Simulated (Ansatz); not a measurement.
Crystal: Cs2AgBiBr6.

```
Bi Cs Ag Br
1.0
     0.00000    5.61610    5.61610
     5.61610    0.00000    5.61610
     5.61610    5.61610    0.00000
Bi Cs Ag Br
1 2 1 6
Cartesian
  0.0000 0.0000 0.0000
  8.4242 8.4242 8.4242
  2.8081 2.8081 2.8081
  5.6161 5.6161 5.6161
  5.6161 5.6161 8.4180
  5.6161 5.6161 2.8142
  2.8142 5.6161 5.6161
  5.6161 8.4180 5.6161
  8.4180 5.6161 5.6161
  5.6161 2.8142 5.6161
```

Base run:

| Property | Result |
| --- | --- |
| Program | Ansatz 0.2.0 |
| Functional | PBE |
| Potentials or basis | Ansatz PAW |
| Cutoff | 420 eV (not typed: the program's choice for these potentials) |
| k mesh | 4 × 4 × 4 |
| Occupations | fermi-dirac, width 0.05 eV |
| Spin | no spin polarisation |

Its results: band gap on the k mesh 1.26 eV, indirect (least direct gap 2.47 eV); pressure 1.9 GPa; largest force 0.290 eV/Å.

Question: The run is repeated on the same cell with these changes: functional from PBE to LDA. What comes out?

Answer: Band gap on the k mesh 1.10 eV, indirect (least direct gap 2.33 eV); pressure -1.5 GPa; largest force 0.329 eV/Å.

LDA binds more tightly than PBE, so the same cell stands under less pressure.

Caveats: spin-orbit coupling is left out, which as a rule narrows the gap of such compounds by several tenths of an eV; the PAW data sets come from PBE, with cores solved anew for the run's functional, which leaves a small shift of forces and pressure (some runs).
